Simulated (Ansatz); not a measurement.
Slab: PbS, a slab with vacuum.

```
Pb S
1.0
     2.98282   -2.98531    0.00000
     2.98282    2.98531    0.00000
    -2.09833    0.00000   22.20667
Pb S
2 2
Direct
  0.27788 0.26744 0.06430
  0.73256 0.72212 0.93570
  0.78421 0.75405 0.05563
  0.24595 0.21579 0.94437
```

| Item | Value |
| --- | --- |
| Program | Ansatz 0.2.0 |
| Task | single point |
| Functional | PBE |
| Potentials or basis | Ansatz PAW |
| Cutoff | 420 eV (not typed: the program's choice for these potentials) |
| k mesh | 6 × 6 × 2 |
| Occupations | fermi-dirac, width 0.05 eV |
| Spin | no spin polarisation |

On this cell: largest force 0.163 eV/Å; band gap on the k mesh 2.09 eV, indirect (least direct gap 2.16 eV).

The same run follows on a disturbed copy (atoms moved at random, drawn with an rms of 0.05 Å):

```
CELL_PARAMETERS angstrom
2.98282 -2.98531 0.00000
2.98282 2.98531 0.00000
-2.09833 0.00000 22.20667
ATOMIC_POSITIONS crystal
Pb 0.28025 0.27934 0.06412
Pb 0.72516 0.72717 0.93694
S 0.77856 0.75944 0.05428
S 0.25805 0.21170 0.94673
```

Task: What does the disturbed cell give?

Result: The energy moves by +10.6 meV/atom; largest force 0.499 eV/Å; band gap on the k mesh 2.16 eV, indirect (least direct gap 2.17 eV).

Forces in eV/Å, atoms in the order of the input:
```
Pb  -0.035  0.007  0.417
Pb   0.034 -0.080 -0.450
S    0.050 -0.093  0.487
S   -0.049  0.166 -0.455
```

Stress tensor (GPa, compression positive):
```
 0.32  0.00  0.01
 0.00  0.40 -0.08
 0.01 -0.08  0.95
```

Caveats: spin-orbit coupling is left out, which as a rule narrows the gap of such compounds by several tenths of an eV.

A k mesh can miss the band edges.
